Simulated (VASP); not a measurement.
# GaN (F-43m) in VASP: further runs

One crystal, GaN, is run at these levels: r2SCAN, LDA; tasks: relaxation of cell and atoms.

All numbers are computed with VASP 6.6.1; they aren't measurements. Logs are shortened: lines on timing, memory, paths and dates and some standing lists are left out, and cuts for length are marked.

### 1 Starting point

The structure is cubic, space group F-43m (No. 216). The conventional cell has a = 4.507 Å, b = 4.507 Å, c = 4.507 Å, α = 90.00°, β = 90.00°, γ = 90.00°. Ga (site symmetry -43m) has 4 N at 1.95 Å as nearest neighbours. N (site symmetry -43m) has 4 Ga at 1.95 Å as nearest neighbours.

The cell is a database's computed one.

### 2 Relaxation of cell and atoms, r2SCAN

Contents of INCAR:

```
SYSTEM = GaN
ALGO     = Normal         ! electronic algorithm
EDIFF    = 1E-6           ! SCF threshold, eV
EDIFFG   = -0.01          ! ionic threshold
ENCUT    = 600            ! plane-wave cutoff, eV
IBRION   = 2              ! ionic algorithm
ISIF     = 3              ! what is computed and relaxed
ISMEAR   = 0              ! smearing method
LASPH    = .TRUE.         ! aspherical terms in the spheres
LCHARG   = .FALSE.        ! write CHGCAR
LMIXTAU  = .TRUE.       
LREAL    = .FALSE.        ! projectors in reciprocal space
LWAVE    = .FALSE.        ! write WAVECAR
METAGGA  = R2SCAN         ! meta-GGA
NELM     = 80             ! most SCF steps
NSW      = 90             ! ionic steps
PREC     = Accurate       ! precision mode
SIGMA    = 0.03           ! smearing width, eV
```

Contents of KPOINTS:

```
k-points
0
G
  10 10 10
  0 0 0
```

Contents of POSCAR:

```
GaN
1.0
    0.0000000000      2.2535006075      2.2535006075
    2.2535006075      0.0000000000      2.2535006075
    2.2535006075      2.2535006075      0.0000000000
Ga N
1 1
Direct
    0.0000000000      0.0000000000      0.0000000000
    0.7500000000      0.7500000000      0.7500000000
```

Potentials or basis: VASP PAW PBE potentials, release 64 (Ga_d, N).

Launch:

```
$ cat potpaw_PBE.64/Ga_d/POTCAR potpaw_PBE.64/N/POTCAR > POTCAR
$ mpirun -np 1 vasp_std > vasp.out
```

OUTCAR:

```text
SYSTEM = GaN
   EDIFF = 1E-6
   EDIFFG = -0.01
   ENCUT = 600
   IBRION = 2
   ISIF = 3
   ISMEAR = 0
   LASPH = .TRUE.
   LREAL = .FALSE.
   METAGGA = R2SCAN
   NELM = 80
   NSW = 90
   PREC = Accurate

 ion  position               nearest neighbor table
   1  0.000  0.000  0.000-   2 1.95   2 1.95   2 1.95   2 1.95
   2  0.750  0.750  0.750-   1 1.95   1 1.95   1 1.95   1 1.95

  LATTYP: Found a face centered cubic cell.
 ALAT       =     4.5070012150

  Lattice vectors:

 A1 = (   0.0000000000,   2.2535006075,   2.2535006075)
 A2 = (   2.2535006075,   0.0000000000,   2.2535006075)
 A3 = (   2.2535006075,   2.2535006075,   0.0000000000)

Analysis of symmetry for initial positions (statically):
=====================================================================
 Subroutine PRICEL returns:
 Original cell was already a primitive cell.

 Routine SETGRP: Setting up the symmetry group for a
 face centered cubic supercell.

 Subroutine GETGRP returns: Found 24 space group operations
 (whereof 24 operations were pure point group operations)
 out of a pool of 48 trial point group operations.

The static configuration has the point symmetry T_d .

Analysis of symmetry for dynamics (positions and initial velocities):
=====================================================================
 Subroutine PRICEL returns:
 Original cell was already a primitive cell.

 Routine SETGRP: Setting up the symmetry group for a
 face centered cubic supercell.

 Subroutine GETGRP returns: Found 24 space group operations
 (whereof 24 operations were pure point group operations)
 out of a pool of 48 trial point group operations.

The dynamic configuration has the point symmetry T_d .

 Subroutine INISYM returns: Found 24 space group operations
 (whereof 24 operations are pure point group operations),
 and found     1 'primitive' translations

----------------------------------------------------------------------------------------

                                     Primitive cell

  volume of cell :      22.8877

  direct lattice vectors                    reciprocal lattice vectors
     0.000000000  2.253500607  2.253500607    -0.221877020  0.221877020  0.221877020
     2.253500607  0.000000000  2.253500607     0.221877020 -0.221877020  0.221877020
     2.253500607  2.253500607  0.000000000     0.221877020  0.221877020 -0.221877020

  length of vectors
     3.186931122  3.186931122  3.186931122     0.384302272  0.384302272  0.384302272

  position of ions in fractional coordinates (direct lattice)
     0.000000000  0.000000000  0.000000000
     0.750000000  0.750000000  0.750000000

  ion indices of the primitive-cell ions
   primitive index   ion index
                 1           1
                 2           2

----------------------------------------------------------------------------------------

 KPOINTS: k-points

Automatic generation of k-mesh.
 Grid dimensions read from file:
 generate k-points for:   10   10   10

 Generating k-lattice:

  Cartesian coordinates                     Fractional coordinates (reciprocal lattice)
    -0.022187702  0.022187702  0.022187702     0.100000000  0.000000000  0.000000000
     0.022187702 -0.022187702  0.022187702     0.000000000  0.100000000  0.000000000
     0.022187702  0.022187702 -0.022187702     0.000000000  0.000000000  0.100000000

  Length of vectors
     0.038430227  0.038430227  0.038430227

  Shift w.r.t. Gamma in fractional coordinates (k-lattice)
     0.000000000  0.000000000  0.000000000

 Subroutine IBZKPT returns following result:
 ===========================================

 Found     47 irreducible k-points:

 Following reciprocal coordinates:
            Coordinates               Weight
  0.000000  0.000000  0.000000      1.000000
  0.100000  0.000000  0.000000      8.000000
  0.200000  0.000000  0.000000      8.000000
  0.300000  0.000000  0.000000      8.000000
  0.400000  0.000000  0.000000      8.000000
  0.500000  0.000000  0.000000      4.000000
[... 16 lines left out ...]
  0.300000  0.300000  0.000000      6.000000
  0.400000  0.300000  0.000000     24.000000
 [... further k-points ...]
   k-points           NKPTS =     47   k-points in BZ     NKDIM =     47   number of bands    NBANDS=     13
   number of dos      NEDOS =    301   number of ions     NIONS =      2
   total plane-waves  NPLWV =  21952
   dimension x,y,z NGX =    28 NGY =   28 NGZ =   28
   dimension x,y,z NGXF=    56 NGYF=   56 NGZF=   56
   ions per type =               1   1
   NGX,Y,Z   is equivalent  to a cutoff of  14.61, 14.61, 14.61 a.u.
   NGXF,Y,Z  is equivalent  to a cutoff of  29.21, 29.21, 29.21 a.u.
 SYSTEM =  GaN
   PREC   = accura    normal or accurate (medium, high low for compatibility)
   ISTART =      0    job   : 0-new  1-cont  2-samecut
   ICHARG =      2    charge: 1-file 2-atom 10-const
   ISPIN  =      1    spin polarized calculation?
   LNONCOLLINEAR =      F non collinear calculations
   LSORBIT =      F    spin-orbit coupling
   LASPH  =      T    aspherical Exc in radial PAW
   ENCUT  =  600.0 eV  44.10 Ry    6.64 a.u.   6.37  6.37  6.37*2*pi/ulx,y,z
   NELM   =     80;   NELMIN=  2; NELMDL= -5     # of ELM steps
   EDIFF  = 0.1E-05   stopping-criterion for ELM
   LREAL  =      F    real-space projection
   EDIFFG = -.1E-01   stopping-criterion for IOM
   NSW    =     90    number of steps for IOM
   IBRION =      2    ionic relax: 0-MD 1-quasi-New 2-CG
   NFREE  =      1    steps in history (QN), initial steepest desc. (CG)
   ISIF   =      3    stress and relaxation
   ISYM   =      2    0-nonsym 1-usesym 2-fastsym
   POTIM  = 0.5000    time-step for ionic-motion
   TEBEG  =    0.0;   TEEND  =   0.0 temperature during run
   PSTRESS=    0.0 pullay stress
   NELECT =      18.0000    total number of electrons
   NUPDOWN=      -1.0000    fix difference up-down
   EMIN   =  10.00;   EMAX   =-10.00  energy-range for DOS
   EFERMI =   0.00;   METHOD = LEGACY
   ISMEAR =     0;   SIGMA  =   0.03  broadening in eV -4-tet -1-fermi 0-gaus
   EFERMI_NEDOS =   21; number of points for ismear=-14 and -15
   IALGO  =     38    algorithm
   IMIX   =      4    mixing-type and parameters
     AMIX     =   0.40;   BMIX     =  1.00
     AMIX_MAG =   1.60;   BMIX_MAG =  1.00
  volume/ion in A,a.u.               =      11.44        77.23
  Fermi-wavevector in a.u.,A,eV,Ry     =   1.511117  2.855596 31.068543  2.283473
  Thomas-Fermi vector in A             =   2.621216
   LORBIT       =      0    0 simple, 1 ext, 2 COOP (PROOUT), +10 PAW based schemes
   METAGGA = R2SCAN    functional components
   LHFCALC =     F    Hartree Fock is set to
   AEXX    =    0.0000 exact exchange contribution
   IVDW    =     0    specifies the selected vdW correction
   LEPSILON=     F    determine dielectric tensor
   LRPA    =     F    only Hartree local field effects (RPA)
 conjugate gradient relaxation of ions
 non-spin polarized calculation
 Gauss-broadening in eV      SIGMA  =   0.03
  energy-cutoff  :      600.00
  volume of cell :       22.89
 maximum number of plane-waves:       785
 NGX is ok and might be reduce to    28
   NGX = 13   NGY = 13   NGZ = 13

 number of electron      18.0000005 magnetization

 Free energy of the ion-electron system (eV)
  ---------------------------------------------------
  ext. energy  EPLUGINS =         0.00000000
  ---------------------------------------------------
  free energy    TOTEN  =       -21.89820078 eV

  energy without entropy =      -21.89820078  energy(sigma->0) =      -21.89820078

 E-fermi :   5.1747     XC(G=0): -12.6343

 val. band max:        5.0164897238   @ k =   0.0000   0.0000   0.0000
 cond. band min:       7.1359410760   @ k =   0.0000   0.0000   0.0000
 fundamental gap:      2.1194513522
 Fermi energy:         5.1747139434

 k-point     1 :       0.0000    0.0000    0.0000
  band No.  band energies     occupation
      1     -11.7141      2.00000
      2      -8.8156      2.00000
      3      -8.8156      2.00000
      4      -8.8156      2.00000
      5      -8.4649      2.00000
      6      -8.4649      2.00000
      7       5.0165      2.00000
      8       5.0165      2.00000
      9       5.0165      2.00000
     10       7.1359      0.00000
     11      16.0202      0.00000
     12      16.0203      0.00000
     13      16.0203      0.00000

 k-point     2 :       0.1000    0.0000    0.0000
  band No.  band energies     occupation
      1     -11.6036      2.00000
      2      -8.8014      2.00000
      3      -8.8014      2.00000
      4      -8.7751      2.00000
      5      -8.4661      2.00000
      6      -8.4661      2.00000
      7       3.9237      2.00000
      8       4.9072      2.00000
      9       4.9072      2.00000
     10       7.9891      0.00000
     11      15.5192      0.00000
     12      16.1907      0.00000
     13      16.1907      0.00000

 k-point     3 :       0.2000    0.0000    0.0000
  band No.  band energies     occupation
      1     -11.3210      2.00000
      2      -8.7681      2.00000
      3      -8.7681      2.00000
      4      -8.6132      2.00000
      5      -8.4650      2.00000
      6      -8.4650      2.00000
      7       2.0594      2.00000
      8       4.6378      2.00000
      9       4.6378      2.00000
     10       9.1269      0.00000
     11      14.7349      0.00000
     12      16.4563      0.00000
     13      16.4563      0.00000
[... 305 lines left out ...]
 k-point    23 :       0.3000    0.3000    0.0000
  band No.  band energies     occupation
      1     -10.8120      2.00000
      2      -8.6424      2.00000
      3      -8.6176      2.00000
      4      -8.6175      2.00000
      5      -8.4131      2.00000
      6      -8.0600      2.00000
      7       0.7528      2.00000
      8       3.0792      2.00000
      9       3.0792      2.00000
     10       9.9635      0.00000
     11      12.7095      0.00000
     12      16.9050      0.00000
     13      18.4158      0.00000

 k-point    24 :       0.4000    0.3000    0.0000
  band No.  band energies     occupation
      1     -10.6701      2.00000
      2      -8.6620      2.00000
      3      -8.5805      2.00000
      4      -8.5772      2.00000
      5      -8.4033      2.00000
      6      -7.6405      2.00000
      7      -0.1058      2.00000
      8       2.4845      2.00000
      9       2.8042      2.00000
     10       9.9360      0.00000
     11      12.7775      0.00000
     12      16.5557      0.00000
     13      18.7475      0.00000

 [... further k-points ...]
[... 5 lines left out ...]
  --------------------------------------------------------------------------------------
  -------------------------------------------------------------------------------------
  Total       -0.0058626     -0.0058626     -0.0058626      0.0000000      0.0000000     -0.0000000
  in kB       -0.4103921     -0.4103921     -0.4103921      0.0000000      0.0000000     -0.0000000
  external PRESSURE =      -0.4103921 kB  Pullay stress =       0.0000000 kB

 VOLUME and BASIS-vectors are now :
 -----------------------------------------------------------------------------
  energy-cutoff  :      600.00
  volume of cell :       22.89
      direct lattice vectors                 reciprocal lattice vectors
     0.000000000  2.253500607  2.253500607    -0.221877020  0.221877020  0.221877020
     2.253500607  0.000000000  2.253500607     0.221877020 -0.221877020  0.221877020
     2.253500607  2.253500607  0.000000000     0.221877020  0.221877020 -0.221877020

 POSITION                                       TOTAL-FORCE (eV/Angst)
 -----------------------------------------------------------------------------------
      0.00000      0.00000      0.00000         0.000000      0.000000      0.000000
      3.38025      3.38025      3.38025        -0.000000     -0.000000     -0.000000
 -----------------------------------------------------------------------------------
    total drift:                               -0.000018     -0.000018     -0.000018

  FREE ENERGIE OF THE ION-ELECTRON SYSTEM (eV)
  ---------------------------------------------------
  free  energy   TOTEN  =       -21.8982007788 eV

  energy  without entropy=      -21.8982007788  energy(sigma->0) =      -21.89820078

 reached required accuracy - stopping structural energy minimisation
```

It took 1.7 min on 1 thread of Intel Xeon Platinum 8375C at 2.90GHz (Ice Lake), shared host; peak memory 0.17 GiB.

What came out:

```
Free energy             : -21.8982 eV
Pressure after relaxing : 0.0 GPa
Band gap on the k mesh  : 2.12 eV, direct
```

Final structure:
```xyz
2
Lattice="0.0000 2.2535 2.2535 2.2535 0.0000 2.2535 2.2535 2.2535 0.0000" Properties=species:S:1:pos:R:3 pbc="T T T"
Ga    0.0000    0.0000    0.0000
N     3.3803    3.3803    3.3803
```

Levels at points of the mesh, in eV from the valence-band top:
```tsv
k point	band 6	band 7	band 8	band 9	band 10	band 11	band 12	band 13
(0.00, 0.00, 0.00)	-13.48	0.00	0.00	0.00	2.12	11.00	11.00	11.00
(0.50, 0.00, 0.00)	-12.35	-7.16	-1.00	-1.00	5.16	9.44	11.00	11.00
(0.50, 0.50, 0.00)	-11.97	-6.22	-2.78	-2.78	3.77	7.24	12.58	14.94
```

Caveat: the relaxation stopped at its first step, so nothing moved; the PAW data sets were made with another functional, which shifts forces and pressure a little. r2SCAN opens gaps a little over a GGA but as a rule still falls short of measured ones.

[end of part 1 of 2]
